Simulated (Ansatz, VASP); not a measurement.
**Re in VASP and in Ansatz**

```
Re
1.0
     2.76081    0.00000    0.00000
    -1.38040    2.39093    0.00000
     0.00000    0.00000    4.45703
Re
2
Direct
  0.33333 0.66667 0.25000
  0.66667 0.33333 0.75000
```

Alike in both runs: functional r2SCAN; k mesh 18 × 18 × 10; occupations fermi-dirac, width 0.15 eV; no spin polarisation.

Ansatz relaxed the structure, and its values are those at the end. VASP's run is a single point on that final structure, the one shown.

|  | VASP | Ansatz |
| --- | --- | --- |
| version | VASP 6.6.1 | Ansatz 0.2.0 |
| potentials or method | VASP PAW PBE potentials, release 64 (Re) | scalar-relativistic, plane waves, PAW |
| plane-wave cutoff (eV) | 520 | 500 |
| valence electrons in the cell | 14 | 30 |

```tsv
	VASP	Ansatz	Ansatz less VASP
gap on the k mesh at the Fermi level (eV)	none	none	-
pressure (GPa)	0.1	0.0	-0.07
```

A gap of «none» marks a metal or a gap that the smearing closes. The two sets of potentials don't hold the same shells in valence.

Caveats: the PAW data sets were made with another functional, which shifts forces and pressure a little (VASP). The runs have no spin-orbit coupling, so splittings on Re are missing.
